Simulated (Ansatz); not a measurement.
# CrPdS2: the cost of one run

Computed with Ansatz 0.2.0 (reference: DFT r2SCAN, plane waves, PAW, scalar-relativistic, collinear spin, unless a step's input says otherwise).

1 further run of the same task is left out (set aside as unsound or not needed).

### 1 The system as given

Symmetry: I-42d, No. 122, tetragonal system. The conventional cell has a = 5.531 Å, b = 5.531 Å, c = 9.881 Å, α = 90.00°, β = 90.00°, γ = 90.00°. Around Pd (site symmetry -4) lie 4 S at 2.42 Å. Cr (site symmetry -4) has 4 S at 2.22 Å as nearest neighbours. S (site symmetry 2) has 2 Cr at 2.22 Å and 2 Pd at 2.42 Å as nearest neighbours.

Structure file:

```cif
data_structure
_symmetry_space_group_name_H-M 'I-42d'
_symmetry_Int_Tables_number 122
_cell_length_a 5.5308
_cell_length_b 5.5308
_cell_length_c 9.8810
_cell_angle_alpha 90.000
_cell_angle_beta 90.000
_cell_angle_gamma 90.000
_cell_volume 302.26
loop_
_atom_site_label
_atom_site_type_symbol
_atom_site_symmetry_multiplicity
_atom_site_Wyckoff_symbol
_atom_site_fract_x
_atom_site_fract_y
_atom_site_fract_z
_atom_site_occupancy
Pd1 Pd 4 a 0.00000 0.00000 0.00000 1
Cr1 Cr 4 b 0.50000 0.50000 0.00000 1
S1 S 8 d 0.78000 0.75000 0.62500 1
```

### 2 Reference

input.yaml

```yaml
crystal:
  lattice:
    - [0.0, 5.53084254, 0.0]
    - [5.53084254, 0.0, 0.0]
    - [2.76542127, 2.76542127, -4.94048816]
  atoms:
    - { symbol: Pd, position: [0.0, 0.0, 0.0], spin: -0.6 }
    - { symbol: Pd, position: [0.75, 0.25, 0.5], spin: -0.6 }
    - { symbol: Cr, position: [0.5, 0.5, 0.0], spin: 2.3 }
    - { symbol: Cr, position: [0.25, 0.75, 0.5], spin: 2.3 }
    - { symbol: S, position: [0.375, 0.405, 0.75] }
    - { symbol: S, position: [0.595, 0.125, 0.25] }
    - { symbol: S, position: [0.875, 0.845, 0.75] }
    - { symbol: S, position: [0.155, 0.625, 0.25] }
kpoints:
  mp_grid: { grid: [4, 4, 4], shift: [0, 0, 0] }
magnetization:
  spin_polarized: true
scf:
  occupations: { method: fermi_dirac, width: 0.0159 }
hamiltonian:
  pseudopotentials: { kind: paw }
  xc: r2scan
total_charge: 1
basis:
  ecutwfc: 500
output:
  forces: true
  stress: true
  eigenvalues: true
```

Command:

```sh
$ ansatz run input.yaml --threads 1 --pin off --max-ram 2560MiB --backend cpu --events-out ev --progress --plain --runs-dir out
```

Q: Estimate wall time and peak memory on 1 thread of an x86-64 CPU, shared host.

About 43 s, with a peak of 0.98 GiB.
